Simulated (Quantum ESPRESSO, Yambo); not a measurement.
Planning a run of Yambo 5.3.0 on BaS (Fm-3m). The input:

```
HF_and_locXC
gw0
dyson
ppa
em1d
rim_cut
RandQpts= 1000000
RandGvec= 1 RL
EXXRLvcs= 40 Ry
VXCRLvcs= 160 Ry
Chimod= "HARTREE"
% BndsRnXp
 1 | 321 |
%
NGsBlkXp= 17 Ry
% LongDrXp
 1 | 1 | 1 |
%
% GbndRnge
 1 | 321 |
%
DysSolver= "n"
ExtendOut
PPAPntXp= 27.21138 eV
% QPkrange
 1 | 1 | 7 | 10 |
 7 | 7 | 7 | 10 |
%
```

```sh
OMP_NUM_THREADS=1 mpirun -n 4 yambo -F gw2.in -J gw2 -C gw2 > gw2.log
```

The stored states that it reads are on a 4×4×4 mesh. The structure is cubic, space group Fm-3m (No. 225). The conventional cell has a = 6.388 Å, b = 6.388 Å, c = 6.388 Å, α = 90.00°, β = 90.00°, γ = 90.00°. Nearest to Ba lie 6 S at 3.19 Å. Nearest to S lie 6 Ba at 3.19 Å. Farther neighbours and most contacts between anions are not listed.

Estimate wall time and host memory on 4 MPI ranks of Arm Neoverse V1, shared host.

It took 9.4 min; on shared hardware allow 4.7 min to 19 min. Peak host memory was 1.7 GiB.

The screening grows as filled bands × empty bands × pairs of k points, times the square of the screening basis for the matrix.

[Paths, hosts, dates, memory and timing lines, banners, echoed tables and standing remarks are left out of the program output.]

[Logs are printed without paths, hosts, clocks, repeated set-up lines and the standing remarks that a program may print on its own settings, such as how far it seeks lower states.]

[Runs of the session that timed out or met a known fault of the program may be left out.]

[Hosts, paths, dates, database ids (printed as entryN), source tags and the programs' standing remarks are cut or masked in the printed files.]
